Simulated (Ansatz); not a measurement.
The calculation used DFT r2SCAN, scalar-relativistic, plane waves, PAW (Ansatz 0.2.0). Settings: cutoff 500 eV, Γ-centred meshes no coarser than 0.19 Å⁻¹ for metals and 0.3 Å⁻¹ for insulators (2π included), Gaussian smearing.

All energies are static (0 K, no zero-point motion). Larger cells and other orderings weren't all tried, so the list isn't exhaustive. The k mesh leaves about 4 meV/atom of noise in metals. No run is spin-polarised.

Problem. Which of these relaxed structures of ScAl3 is the lowest in energy?
A.

Space group Pm-3m (No. 221). a = 4.086 Å, b = 4.086 Å, c = 4.086 Å, α = 90.00°, β = 90.00°, γ = 90.00°
```tsv
atom	site	symmetry	x	y	z
Sc	1a	m-3m	0.0000	0.0000	0.0000
Al	3c	4/mm.m	0.5000	0.0000	0.5000
```

B.

Space group I4/mmm (No. 139). a = 4.005 Å, b = 4.005 Å, c = 8.759 Å, α = 90.00°, β = 90.00°, γ = 90.00°
```json
{"atom": "Sc", "site": "2a", "symmetry": "4/mmm", "x": "0.0000", "y": "0.0000", "z": "0.0000"}
{"atom": "Al", "site": "4d", "symmetry": "-4m2", "x": "0.0000", "y": "0.5000", "z": "0.2500"}
{"atom": "Al", "site": "2b", "symmetry": "4/mmm", "x": "0.5000", "y": "0.5000", "z": "0.0000"}
```

Solution. A. The Pm-3m (No. 221) one; the other lies 105 meV/atom higher.